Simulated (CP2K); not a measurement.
HfO2:

```
CELL_PARAMETERS angstrom
5.11800 0.00000 0.00000
0.00000 5.18570 0.00000
-0.85866 0.00000 5.21387
ATOMIC_POSITIONS crystal
Hf 0.27550 0.46030 0.70800
Hf 0.72450 0.96030 0.79200
Hf 0.72450 0.53970 0.29200
Hf 0.27550 0.03970 0.20800
O 0.07420 0.16840 0.84670
O 0.92580 0.66840 0.65330
O 0.92580 0.83160 0.15330
O 0.07420 0.33160 0.34670
O 0.44870 0.74190 0.98010
O 0.55130 0.24190 0.51990
O 0.55130 0.25810 0.01990
O 0.44870 0.75810 0.48010
```

Base run:

```yaml
Program: CP2K 2026.2
Functional: rev-vdW-DF2
Potentials_or_basis: POTENTIAL_UZH Hf GTH-PBE-q12, O GTH-PBE-q6; DZVP-MOLOPT-PBE-GTH basis
Density_cutoff: 11565 eV
k_mesh: 4 × 4 × 4
Occupations: fermi-dirac, width 0.05 eV
Spin: no spin polarisation
```

Its results: band gap on the k mesh 4.10 eV, indirect (least direct gap 4.19 eV); pressure -2.1 GPa; largest force 0.409 eV/Å.

The run is repeated on the same cell with these changes: functional from rev-vdW-DF2 to PBE. What comes out?

Band gap on the k mesh 4.13 eV, indirect (least direct gap 4.21 eV); pressure 0.1 GPa; largest force 0.399 eV/Å.

Caveats: spin-orbit coupling is left out, which moves the levels of the heavy elements; the basis of atomic orbitals isn't converged, which shifts pressures, moduli and gaps; the potentials were made for another functional, which shifts forces and pressure (some runs).

A k mesh can miss the band edges.
